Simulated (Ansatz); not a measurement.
Input and command of a calculation in Ansatz (plane waves; scalar-relativistic PAW potentials unless the input names others):

```yaml
crystal:
  lattice:
    - [0.0, 2.2396992767, 2.2396992767]
    - [2.2396992767, 0.0, 2.2396992767]
    - [2.2396992767, 2.2396992767, 0.0]
  atoms:
    - { symbol: Li, position: [0.25, 0.25, 0.25] }
    - { symbol: Li, position: [0.75, 0.75, 0.75] }
    - { symbol: O, position: [0.0, 0.0, 0.0] }
basis:
  ecutwfc: 500
kpoints:
  mp_grid: { grid: [8, 8, 8] }
hamiltonian:
  xc: r2scan
scf:
  occupations: { method: gaussian, width: 0.02 }
  mixing: { algorithm: broyden, beta: 1.0, ndim: 1, preconditioner: none }
  max_iter: 100
output:
  forces: true
  eigenvalues: true
  stress: true
```

```bash
ansatz run input.yaml --threads 1 --pin off --max-ram 2560MiB --backend cpu --events-out ev --progress --plain --runs-dir out
```

Abridged log:
```
Basis set: ecut = 500 eV, 537 PW (Γ), exchange–correlation on 96×96×96 points (64 copies of the dense FFT grid, shifted against one another)
Bands: 10, of which v1, the nominal top of the filled ones, is band 6 counted from 1 (5 counted from 0)
Symmetry: 48 space group operations
k-points: 29 of 512
SCF iter   1: F=—  HF=-982.070633 eV  |F-HF|=—  |Δ(HF+E_count)|=         —  Δρ=6.66e-3  dr2=1.04e-2  dr2_τ=7.10e-2  ethr=1.77e-3  ⟨swp⟩=5.9  Hψ=1701  notcnv=0
SCF iter   2: F=—  HF=-982.176997 eV  |F-HF|=—  |Δ(HF+E_count)|=   1.06e-1  Δρ=1.14e-2  dr2=2.15e-2  dr2_τ=2.14e-3  ethr=8.70e-5  ⟨swp⟩=3.0  Hψ=927  notcnv=0  κ⁻¹=1.0e0(r=1)
SCF iter   3: F=—  HF=-982.175501 eV  |F-HF|=—  |Δ(HF+E_count)|=   1.50e-3  Δρ=9.40e-3  dr2=1.57e-2  dr2_τ=1.46e-3  ethr=8.70e-5  ⟨swp⟩=2.4  Hψ=535  notcnv=0  κ⁻¹=1.0e0(r=1)
SCF iter   4: F=—  HF=-982.170972 eV  |F-HF|=—  |Δ(HF+E_count)|=   4.53e-3  Δρ=7.17e-5  dr2=5.33e-7  dr2_τ=9.74e-8  ethr=8.70e-5  ⟨swp⟩=2.1  Hψ=502  notcnv=0  κ⁻¹=1.0e0(r=1)
SCF iter   5: F=—  HF=-982.170969 eV  |F-HF|=—  |Δ(HF+E_count)|=   2.40e-6  Δρ=2.07e-5  dr2=4.73e-8  dr2_τ=9.73e-9  ethr=8.33e-10  ⟨swp⟩=5.0  Hψ=1334  notcnv=0  κ⁻¹=1.0e0(r=1)
SCF iter   6: F=-982.170969 eV  HF=-982.170969 eV  |F-HF|=1.32e-11  |Δ(HF+E_count)|=   1.99e-8  Δρ=2.24e-6  dr2=1.85e-10  dr2_τ=1.27e-10  ethr=3.94e-10  ⟨swp⟩=1.5  Hψ=874  notcnv=0
SCF 1 converged in 6 iterations: F = -982.170969 eV  dr2 = 1.85e-10
SCF converged after 6 iterations
Stability not checked: this state was not tested for a lower state beside it, because the mixer in use, unlike msr1, does not test its closes by its own steps (another_mixer; see scf.mixing.algorithm and scf.lower_state_search)
Free energy (F): -982.170969 eV
Harris-Foulkes:  -982.170969 eV  (|F-HF|=1.32e-11)
Internal energy: -982.170969 eV  (E = F + TS)
E sigma→0 (E₀):  -982.170969 eV
Fermi energy:    6.129213 eV
--- Forces (eV/Å), atoms counted from 1 ---
  atom   1  Li     0.00000000     0.00000000     0.00000000
  atom   2  Li     0.00000000     0.00000000     0.00000000
  atom   3  O      0.00000000     0.00000000     0.00000000
--- Stress (GPa, compression-positive) ---
        6.088654       0.000000       0.000000
        0.000000       6.088654       0.000000
        0.000000       0.000000       6.088654
  P = ⅓ Tr σ = 6.0887 GPa (60.887 kbar)
```

One setting here is unusual or wrong in general: mixing far too strong (scf.mixing: not typed → {"algorithm": "broyden", "beta": 1.0, "ndim": 1, "preconditioner": "none"}). For this cell it did little harm to the result: the run converged in 6 SCF iterations (reference: 6) with an energy at zero smearing within 0.01 meV/atom of the reference's, pressure 6.09 GPa, largest force 0.000 eV/Å, gap on the mesh 5.90 eV. A reference run from the same start on usual settings converged with pressure 6.09 GPa, largest force 0.000 eV/Å, gap on the mesh 5.90 eV.

The run took 1.2 s on 1 thread of Arm Neoverse V2, with other jobs on the host, peak memory 0.3 GiB.